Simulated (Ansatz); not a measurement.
## MgO: a film clamped to a substrate

Theory: Ansatz, DFT PBE, scalar-relativistic, plane waves, PAW. Cutoff 420 eV, Γ-centred 9×9×8 k-points, Gaussian smearing of 0.05 eV. No spin polarisation. Energies are free energies at this smearing, counted from the undisturbed cell; pressure is positive in compression.

Reference structure (as given, not relaxed at this level; it stands at 0.0 GPa; this form isn't the usual structure):

```
Mg O
1.0
     2.93802    0.00000    0.00000
    -1.46901    2.54440    0.00000
     0.00000    0.00000    2.67968
Mg O
1 1
Direct
  0.00000 0.00000 0.00000
  0.33333 0.66667 0.50000
```

The cell (2 atoms, V0 = 20.03 Å³) is strained by p along both x and y and by q along z, fractional coordinates fixed. τp = (1/V0) ∂E/∂p = (σxx + σyy)(1 + p)(1 + q) and τq = (1/V0) ∂E/∂q = σzz(1 + p)², with tension positive.

| p | q | ΔE (meV/atom) | τp (GPa) | τq (GPa) |
| --- | --- | --- | --- | --- |
| 0.000 | 0.000 | 0.00 | 0.10 | -0.01 |
| -0.015 | 0.000 | 5.82 | -12.72 | 0.74 |
| 0.015 | 0.000 | 5.60 | 11.71 | -0.89 |
| 0.000 | -0.015 | 3.85 | 0.84 | -8.37 |
| 0.000 | 0.015 | 3.64 | -0.78 | 7.72 |

**Question.** Get the second derivatives of the energy density.

**Answer.** Central differences give A = ∂τp/∂p = 814 GPa (C11 + C22 + 2 C12), C = ∂τq/∂q = 536 GPa (C33) and the cross term B = ∂τq/∂p = -54 GPa (C13 + C23); ∂τp/∂q = -54 GPa must equal B, and any difference shows higher-order terms. The ions are clamped.

**Question.** A film of this crystal grows with z along the normal on a substrate that imposes p. How does its thickness respond, and what does the misfit cost?

**Answer.** Count p and q from the stress-free cell. A free surface needs τq = 0, so q = −(B/C) p = 0.10 p. The energy density left is (A − B²/C) p²/2 = M p², with the biaxial modulus M = 404 GPa; a misfit of 1 % costs 2.53 meV/atom, against 2.55 meV/atom if the thickness were held.

At p = 0.030 the energies along q are 40.6 (q = -0.030), 27.1 (q = -0.015), 21.6 (q = 0.000), 23.4 (q = 0.015), 32.0 (q = 0.030) meV/atom.

**Question.** Does the linear rule hold at this misfit?

**Answer.** A parabola through the lowest point and its neighbours has its minimum at q = 0.004, 21.3 meV/atom. With the stress left in the starting cell, τp0 and τq0, linear elasticity gives q = −(τq0 + Bp)/C = 0.003 and E = V0(τp0 p + τq0 q + Ap²/2 + Bpq + Cq²/2)/N = 22.9 meV/atom. The two agree within a tenth in energy.

The negative cross term means that in-plane tension thickens the film instead of thinning it, the reverse of the usual Poisson response. A likely cause is the eclipsed stacking, with like ions directly above one another along z. Stretching the plane weakens the Mg–O attraction that draws the layers together, while the repulsion within each column remains. Short-range Mg–O repulsion works the other way, so the coupling is a small remainder of opposing terms. Free thickness therefore relieves hardly any misfit energy, and the cost is almost entirely in-plane. Both ions sit on sites fixed by symmetry, which these strains preserve, so clamping them leaves out no internal relaxation here.

At p = 0.030 the linear rule gets the sign of the thickness change right but overestimates the energy, as expected when bonds soften under tension; the smaller in-plane stress in tension than in compression shows the same anharmonicity. The response shouldn't be carried over to rocksalt MgO films, and strains that keep the symmetry can't show whether this lattice resists shear.
